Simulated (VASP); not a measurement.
# BaS (Fm-3m) in VASP: notebook

BaS is run at these levels: PBE; tasks: single point.

Everything below comes from runs of VASP 6.6.1. Logs are shortened: lines on timing, memory, paths and dates and some standing lists are left out, and cuts for length are marked.

**Measured values to compare with.**

A printed reference work, monograph, original work of 1988 reports, for a bulk crystal of BaS at 2 K: band gap 3.806 eV (indirect).

How close the calculation comes is told below.

## Step 1: The cell of the first run

Symmetry: Fm-3m, No. 225, cubic system. The conventional cell has a = 6.388 Å, b = 6.388 Å, c = 6.388 Å, α = 90.00°, β = 90.00°, γ = 90.00°. Ba (site symmetry m-3m) has 6 S at 3.19 Å within 4.2 Å. S (site symmetry m-3m) has 6 Ba at 3.19 Å within 4.2 Å.

## Step 2: Single point, PBE

INCAR reads:

```
SYSTEM = BaS
PREC = Accurate
ENCUT = 500
EDIFF = 1E-6
ISMEAR = 0
SIGMA = 0.03
LREAL = .FALSE.
LASPH = .TRUE.
NELM = 120
ALGO = Normal
ISIF = 2
LWAVE = .FALSE.
LCHARG = .FALSE.
GGA = PE
NBANDS = 15
GGA_COMPAT = .FALSE.
```

KPOINTS reads:

```
Automatic mesh
0
G
  7 7 7
  0 0 0
```

POSCAR reads:

```
BaS
1.0
    0.0000000000      3.1937500000      3.1937500000
    3.1937500000      0.0000000000      3.1937500000
    3.1937500000      3.1937500000      0.0000000000
Ba S
1 1
Direct
    0.0000000000      0.0000000000      0.0000000000
    0.5000000000      0.5000000000      0.5000000000
```

Potentials or basis: VASP PAW PBE potentials, release 64 (Ba_sv, S).

Run with:

```sh
> cat potpaw_PBE.64/Ba_sv/POTCAR potpaw_PBE.64/S/POTCAR > POTCAR
> mpirun -np 1 vasp_std > vasp.out
```

OUTCAR:

```text
SYSTEM = BaS
   PREC = Accurate
   ENCUT = 500
   EDIFF = 1E-6
   ISMEAR = 0
   LREAL = .FALSE.
   LASPH = .TRUE.
   NELM = 120
   ISIF = 2
   GGA = PE

 ion  position               nearest neighbor table
   1  0.000  0.000  0.000-   2 3.19   2 3.19   2 3.19   2 3.19   2 3.19   2 3.19
   2  0.500  0.500  0.500-   1 3.19   1 3.19   1 3.19   1 3.19   1 3.19   1 3.19

  LATTYP: Found a face centered cubic cell.
 ALAT       =     6.3875000000

  Lattice vectors:

 A1 = (   0.0000000000,   3.1937500000,   3.1937500000)
 A2 = (   3.1937500000,   0.0000000000,   3.1937500000)
 A3 = (   3.1937500000,   3.1937500000,   0.0000000000)

Analysis of symmetry for initial positions (statically):
=====================================================================
 Subroutine PRICEL returns:
 Original cell was already a primitive cell.

 Routine SETGRP: Setting up the symmetry group for a
 face centered cubic supercell.

 Subroutine GETGRP returns: Found 48 space group operations
 (whereof 48 operations were pure point group operations)
 out of a pool of 48 trial point group operations.

The static configuration has the point symmetry O_h .

Analysis of symmetry for dynamics (positions and initial velocities):
=====================================================================
 Subroutine PRICEL returns:
 Original cell was already a primitive cell.

 Routine SETGRP: Setting up the symmetry group for a
 face centered cubic supercell.

 Subroutine GETGRP returns: Found 48 space group operations
 (whereof 48 operations were pure point group operations)
 out of a pool of 48 trial point group operations.

The dynamic configuration has the point symmetry O_h .

 Subroutine INISYM returns: Found 48 space group operations
 (whereof 48 operations are pure point group operations),
 and found     1 'primitive' translations

----------------------------------------------------------------------------------------

                                     Primitive cell

  volume of cell :      65.1527

  direct lattice vectors                    reciprocal lattice vectors
     0.000000000  3.193750000  3.193750000    -0.156555773  0.156555773  0.156555773
     3.193750000  0.000000000  3.193750000     0.156555773 -0.156555773  0.156555773
     3.193750000  3.193750000  0.000000000     0.156555773  0.156555773 -0.156555773

  length of vectors
     4.516644565  4.516644565  4.516644565     0.271162553  0.271162553  0.271162553

  position of ions in fractional coordinates (direct lattice)
     0.000000000  0.000000000  0.000000000
     0.500000000  0.500000000  0.500000000

  ion indices of the primitive-cell ions
   primitive index   ion index
                 1           1
                 2           2

----------------------------------------------------------------------------------------

 KPOINTS: Automatic mesh

Automatic generation of k-mesh.
 Grid dimensions read from file:
 generate k-points for:    7    7    7

 Generating k-lattice:

  Cartesian coordinates                     Fractional coordinates (reciprocal lattice)
    -0.022365110  0.022365110  0.022365110     0.142857143  0.000000000  0.000000000
     0.022365110 -0.022365110  0.022365110     0.000000000  0.142857143  0.000000000
     0.022365110  0.022365110 -0.022365110     0.000000000  0.000000000  0.142857143

  Length of vectors
     0.038737508  0.038737508  0.038737508

  Shift w.r.t. Gamma in fractional coordinates (k-lattice)
     0.000000000  0.000000000  0.000000000

 Subroutine IBZKPT returns following result:
 ===========================================

 Found     20 irreducible k-points:

 Following reciprocal coordinates:
            Coordinates               Weight
  0.000000  0.000000  0.000000      1.000000
  0.142857  0.000000  0.000000      8.000000
  0.285714  0.000000  0.000000      8.000000
  0.428571  0.000000  0.000000      8.000000
  0.142857  0.142857  0.000000      6.000000
  0.285714  0.142857  0.000000     24.000000
[... 12 lines left out ...]
 -0.428571  0.428571  0.142857     24.000000
 -0.285714  0.428571  0.142857     24.000000
   k-points           NKPTS =     20   k-points in BZ     NKDIM =     20   number of bands    NBANDS=     15
   number of dos      NEDOS =    301   number of ions     NIONS =      2
   total plane-waves  NPLWV =  46656
   dimension x,y,z NGX =    36 NGY =   36 NGZ =   36
   dimension x,y,z NGXF=    72 NGYF=   72 NGZF=   72
   ions per type =               1   1
   NGX,Y,Z   is equivalent  to a cutoff of  13.25, 13.25, 13.25 a.u.
   NGXF,Y,Z  is equivalent  to a cutoff of  26.50, 26.50, 26.50 a.u.
 SYSTEM =  BaS
   PREC   = accura    normal or accurate (medium, high low for compatibility)
   ISTART =      0    job   : 0-new  1-cont  2-samecut
   ICHARG =      2    charge: 1-file 2-atom 10-const
   ISPIN  =      1    spin polarized calculation?
   LNONCOLLINEAR =      F non collinear calculations
   LSORBIT =      F    spin-orbit coupling
   LASPH  =      T    aspherical Exc in radial PAW
   ENCUT  =  500.0 eV  36.75 Ry    6.06 a.u.   8.23  8.23  8.23*2*pi/ulx,y,z
   NELM   =    120;   NELMIN=  2; NELMDL= -5     # of ELM steps
   EDIFF  = 0.1E-05   stopping-criterion for ELM
   LREAL  =      F    real-space projection
[... 7 lines left out ...]
   TEBEG  =    0.0;   TEEND  =   0.0 temperature during run
   PSTRESS=    0.0 pullay stress
   NELECT =      16.0000    total number of electrons
   NUPDOWN=      -1.0000    fix difference up-down
   EMIN   =  10.00;   EMAX   =-10.00  energy-range for DOS
   EFERMI =   0.00;   METHOD = LEGACY
   ISMEAR =     0;   SIGMA  =   0.03  broadening in eV -4-tet -1-fermi 0-gaus
   EFERMI_NEDOS =   21; number of points for ismear=-14 and -15
   IALGO  =     38    algorithm
   IMIX   =      4    mixing-type and parameters
     AMIX     =   0.40;   BMIX     =  1.00
     AMIX_MAG =   1.60;   BMIX_MAG =  1.00
  volume/ion in A,a.u.               =      32.58       219.84
  Fermi-wavevector in a.u.,A,eV,Ry     =   1.025189  1.937326 14.299891  1.051012
  Thomas-Fermi vector in A             =   2.159016
   LORBIT       =      0    0 simple, 1 ext, 2 COOP (PROOUT), +10 PAW based schemes
   GGA     = PE    functional components
   LHFCALC =     F    Hartree Fock is set to
   AEXX    =    0.0000 exact exchange contribution
   IVDW    =     0    specifies the selected vdW correction
   LEPSILON=     F    determine dielectric tensor
   LRPA    =     F    only Hartree local field effects (RPA)
 non-spin polarized calculation
 Gauss-broadening in eV      SIGMA  =   0.03
  energy-cutoff  :      500.00
  volume of cell :       65.15
 maximum number of plane-waves:      1673
 NGX is ok and might be reduce to    36
   NGX = 17   NGY = 17   NGZ = 17

 number of electron      16.0000001 magnetization

 Free energy of the ion-electron system (eV)
  ---------------------------------------------------
  ext. energy  EPLUGINS =         0.00000000
  ---------------------------------------------------
  free energy    TOTEN  =       -10.18453578 eV

  energy without entropy =      -10.18453578  energy(sigma->0) =      -10.18453578

 E-fermi :   1.5773     XC(G=0):  -8.6259

 val. band max:        1.4539025761   @ k =   0.0000   0.0000   0.0000
 cond. band min:       3.6205322718   @ k =   0.4286   0.4286   0.0000
 fundamental gap:      2.1666296957
 Fermi energy:         1.5773203405

 k-point     1 :       0.0000    0.0000    0.0000
  band No.  band energies     occupation
      1     -24.6208      2.00000
      2      -9.6761      2.00000
      3      -9.6761      2.00000
      4      -9.6761      2.00000
      5      -8.9067      2.00000
      6       1.4539      2.00000
      7       1.4539      2.00000
      8       1.4539      2.00000
      9       5.0532      0.00000
     10       5.3225      0.00000
     11       5.3225      0.00000
     12       5.3225      0.00000
     13       6.2483      0.00000
     14       6.2483      0.00000
     15      10.1888      0.00000

 k-point     2 :       0.1429    0.0000    0.0000
  band No.  band energies     occupation
      1     -24.6124      2.00000
      2     -10.0431      2.00000
      3      -9.6835      2.00000
      4      -9.6835      2.00000
      5      -8.5222      2.00000
      6       0.9436      2.00000
      7       1.1885      2.00000
      8       1.1885      2.00000
      9       5.3361      0.00000
     10       5.6255      0.00000
     11       5.6255      0.00000
     12       5.8101      0.00000
     13       6.8329      0.00000
     14       6.8329      0.00000
     15      10.9877      0.00000

 k-point     3 :       0.2857    0.0000    0.0000
  band No.  band energies     occupation
      1     -24.5935      2.00000
      2     -10.5101      2.00000
      3      -9.6997      2.00000
      4      -9.6997      2.00000
      5      -8.0131      2.00000
      6       0.1127      2.00000
      7       0.7148      2.00000
      8       0.7148      2.00000
      9       5.6905      0.00000
     10       6.4574      0.00000
     11       6.4574      0.00000
     12       7.1587      0.00000
     13       8.2360      0.00000
     14       8.2360      0.00000
     15      12.0394      0.00000

 k-point     4 :       0.4286    0.0000    0.0000
  band No.  band energies     occupation
      1     -24.5783      2.00000
      2     -10.7794      2.00000
      3      -9.7126      2.00000
      4      -9.7126      2.00000
      5      -7.7062      2.00000
      6      -0.4119      2.00000
      7       0.4081      2.00000
      8       0.4081      2.00000
      9       6.5349      0.00000
     10       7.5058      0.00000
     11       7.5197      0.00000
     12       7.5197      0.00000
     13       9.8057      0.00000
     14       9.8057      0.00000
     15      11.0635      0.00000
[... 235 lines left out ...]
 k-point    18 :      -0.4286    0.2857    0.1429
  band No.  band energies     occupation
      1     -24.5694      2.00000
      2     -10.5359      2.00000
      3      -9.8989      2.00000
      4      -9.7947      2.00000
      5      -8.0438      2.00000
      6       0.0691      2.00000
      7       0.5836      2.00000
      8       0.8535      2.00000
      9       5.5557      0.00000
     10       6.7045      0.00000
     11       7.8912      0.00000
     12       8.0912      0.00000
     13       9.2869      0.00000
     14      10.3805      0.00000
     15      10.6860      0.00000

 k-point    19 :      -0.4286    0.4286    0.1429
  band No.  band energies     occupation
      1     -24.5649      2.00000
      2     -10.2762      2.00000
      3      -9.9445      2.00000
      4      -9.9140      2.00000
      5      -8.3934      2.00000
      6       0.5929      2.00000
      7       0.8309      2.00000
      8       1.1069      2.00000
      9       4.4463      0.00000
     10       7.2831      0.00000
     11       7.6332      0.00000
     12       8.5837      0.00000
     13       8.7996      0.00000
     14       9.5264      0.00000
     15      10.8838      0.00000

 k-point    20 :      -0.2857    0.4286    0.1429
  band No.  band energies     occupation
      1     -24.5635      2.00000
      2     -10.3131      2.00000
      3     -10.0369      2.00000
      4      -9.8907      2.00000
      5      -8.2358      2.00000
      6       0.3128      2.00000
      7       0.8650      2.00000
      8       0.9348      2.00000
      9       5.3865      0.00000
     10       6.2993      0.00000
     11       7.8671      0.00000
     12       8.5365      0.00000
     13       8.6794      0.00000
     14      10.6183      0.00000
     15      11.6462      0.00000

------------------------ aborting loop because EDIFF is reached ----------------------------------------

  FORCE on cell =-STRESS in cart. coord.  units (eV):
  Direction    XX          YY          ZZ          XY          YZ          ZX
  --------------------------------------------------------------------------------------
  -------------------------------------------------------------------------------------
  Total        0.5790060      0.5790060      0.5790060      0.0000000      0.0000000     -0.0000000
  in kB       14.2383912     14.2383912     14.2383912      0.0000000      0.0000000     -0.0000000
  external PRESSURE =      14.2383912 kB  Pullay stress =       0.0000000 kB

 VOLUME and BASIS-vectors are now :
 -----------------------------------------------------------------------------
  energy-cutoff  :      500.00
  volume of cell :       65.15
      direct lattice vectors                 reciprocal lattice vectors
     0.000000000  3.193750000  3.193750000    -0.156555773  0.156555773  0.156555773
     3.193750000  0.000000000  3.193750000     0.156555773 -0.156555773  0.156555773
     3.193750000  3.193750000  0.000000000     0.156555773  0.156555773 -0.156555773

 POSITION                                       TOTAL-FORCE (eV/Angst)
 -----------------------------------------------------------------------------------
      0.00000      0.00000      0.00000        -0.000000      0.000000      0.000000
      3.19375      3.19375      3.19375         0.000000     -0.000000      0.000000
 -----------------------------------------------------------------------------------
    total drift:                                0.000000      0.000000      0.000000

  FREE ENERGIE OF THE ION-ELECTRON SYSTEM (eV)
  ---------------------------------------------------
  free  energy   TOTEN  =       -10.1845357796 eV

  energy  without entropy=      -10.1845357796  energy(sigma->0) =      -10.18453578
```

It took 28 s on 1 thread of Intel Xeon 8259CL, shared host; peak memory 0.21 GiB.

What came out:

```
Free energy            : -10.1845 eV
Pressure               : 1.4 GPa
Band gap on the k mesh : 2.17 eV, indirect (least direct gap 2.31 eV)
```

Levels at points of the mesh, in eV from the valence-band top:
```
           k point  band 6  band 7  band 8  band 9  band 10  band 11
(0.00, 0.00, 0.00)    0.00    0.00    0.00    3.60     3.87     3.87
```

Caveat: spin-orbit coupling is left out, which moves the levels of the heavy elements.

## Step 3: Single point, PBE

INCAR reads:

```
SYSTEM = BaS
ALGO     = Normal         ! electronic algorithm
EDIFF    = 1E-6           ! SCF threshold, eV
ENCUT    = 500            ! plane-wave cutoff, eV
GGA      = PE             ! functional
GGA_COMPAT= .FALSE.      
ISIF     = 2              ! what is computed and relaxed
ISMEAR   = 0              ! smearing method
LASPH    = .TRUE.         ! aspherical terms in the spheres
LCHARG   = .FALSE.        ! write CHGCAR
LREAL    = .FALSE.        ! projectors in reciprocal space
LWAVE    = .FALSE.        ! write WAVECAR
NBANDS   = 15             ! bands
NELM     = 120            ! most SCF steps
PREC     = Accurate       ! precision mode
SIGMA    = 0.026000000000000002 ! smearing width, eV
```

KPOINTS reads:

```
k-points
0
G
  7 7 7
  0 0 0
```

POSCAR is that of step 2.

Potentials or basis: VASP PAW PBE potentials, release 64 (Ba_sv, S).

Run with:

```sh
> cat potpaw_PBE.64/Ba_sv/POTCAR potpaw_PBE.64/S/POTCAR > POTCAR
> mpirun -np 1 vasp_std > vasp.out
```

OUTCAR:

```text
SYSTEM = BaS
   EDIFF = 1E-6
   ENCUT = 500
   GGA = PE
   ISIF = 2
   ISMEAR = 0
   LASPH = .TRUE.
   LREAL = .FALSE.
   NELM = 120
   PREC = Accurate

 ion  position               nearest neighbor table
   1  0.000  0.000  0.000-   2 3.19   2 3.19   2 3.19   2 3.19   2 3.19   2 3.19
   2  0.500  0.500  0.500-   1 3.19   1 3.19   1 3.19   1 3.19   1 3.19   1 3.19

  LATTYP: Found a face centered cubic cell.
 ALAT       =     6.3875000000

  Lattice vectors:

[... 542 lines left out ...]

  FORCE on cell =-STRESS in cart. coord.  units (eV):
  Direction    XX          YY          ZZ          XY          YZ          ZX
  --------------------------------------------------------------------------------------
  -------------------------------------------------------------------------------------
  Total        0.5790060      0.5790060      0.5790060     -0.0000000      0.0000000      0.0000000
  in kB       14.2383911     14.2383911     14.2383911     -0.0000000      0.0000000      0.0000000
  external PRESSURE =      14.2383911 kB  Pullay stress =       0.0000000 kB

 VOLUME and BASIS-vectors are now :
 -----------------------------------------------------------------------------
  energy-cutoff  :      500.00
  volume of cell :       65.15
      direct lattice vectors                 reciprocal lattice vectors
     0.000000000  3.193750000  3.193750000    -0.156555773  0.156555773  0.156555773
     3.193750000  0.000000000  3.193750000     0.156555773 -0.156555773  0.156555773
     3.193750000  3.193750000  0.000000000     0.156555773  0.156555773 -0.156555773

 POSITION                                       TOTAL-FORCE (eV/Angst)
 -----------------------------------------------------------------------------------
      0.00000      0.00000      0.00000         0.000000      0.000000     -0.000000
      3.19375      3.19375      3.19375        -0.000000     -0.000000      0.000000
 -----------------------------------------------------------------------------------
    total drift:                                0.000000      0.000000      0.000000

  FREE ENERGIE OF THE ION-ELECTRON SYSTEM (eV)
  ---------------------------------------------------
  free  energy   TOTEN  =       -10.1845357796 eV

  energy  without entropy=      -10.1845357796  energy(sigma->0) =      -10.18453578
```

Run time: 31 s. Hardware: 1 thread of Intel Xeon 8259CL, shared host; peak memory 0.21 GiB.

Results:

```yaml
Free_energy: -10.1845 eV
Pressure: 1.4 GPa
Band_gap_on_the_k_mesh: 2.17 eV, indirect (least direct gap 2.31 eV)
```

Levels at points of the mesh, in eV from the valence-band top:
```tsv
k point	band 6	band 7	band 8	band 9	band 10	band 11
(0.00, 0.00, 0.00)	0.00	0.00	0.00	3.60	3.87	3.87
```

Caveat: spin-orbit coupling is left out, which moves the levels of the heavy elements.

## Step 4: Against experiment

Step 2. Against the measured gap of BaS, 3.806 eV (indirect; 2 K; a printed reference work, monograph, original work of 1988), the calculated 2.17 eV is off by -1.64 eV. Spin-orbit coupling on Ba is left out. The value is that of PBE on a finite k mesh, which can miss the band edges, without temperature or zero-point motion. Semilocal functionals fall short of measured gaps as a rule.

Step 3. Measured gap of BaS: 3.806 eV (indirect; 2 K; a printed reference work, monograph, original work of 1988). This calculation gives 2.17 eV (-1.64 eV). Spin-orbit coupling on Ba is left out. The value is that of PBE on a finite k mesh, which can miss the band edges, without temperature or zero-point motion. Semilocal functionals fall short of measured gaps as a rule.
